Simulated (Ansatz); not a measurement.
KI:

```
I K
1.0
     0.00000    3.53277    3.53277
     3.53277    0.00000    3.53277
     3.53277    3.53277    0.00000
I K
1 1
Direct
  0.50000 0.50000 0.50000
  0.00000 0.00000 0.00000
```

Base run:

| Quantity | Value |
| --- | --- |
| Program | Ansatz 0.2.0 |
| Functional | revPBE |
| Potentials or basis | Ansatz PAW |
| Cutoff | 420 eV |
| Density cutoff | 1680 eV |
| k mesh | 4 × 4 × 4 |
| Occupations | fermi-dirac, width 0.05 eV |
| Spin | no spin polarisation |

Its results: band gap on the k mesh 4.23 eV, direct.

Problem. After a change of settings the same cell gave: band gap on the k mesh 5.99 eV, direct. Which change was it?
A. functional from revPBE to r2SCAN0; cutoff from 420 eV to 500 eV; density cutoff from 1680 eV to 2000 eV
B. functional from revPBE to HSE06
C. functional from revPBE to r2SCAN; cutoff from 420 eV to 500 eV; density cutoff from 1680 eV to 2000 eV; k mesh from 4 × 4 × 4 to 7 × 7 × 7
D. functional from revPBE to r2SCAN; cutoff from 420 eV to 500 eV; density cutoff from 1680 eV to 2000 eV

Solution. A.

r2SCAN0 gives the wider gap, since exact exchange removes part of the self-interaction.

Caveats: spin-orbit coupling is left out, which moves the levels of the heavy elements; the density of states is complete only up to the lowest level of the last band computed.

Not every run made on this cell is shown here.
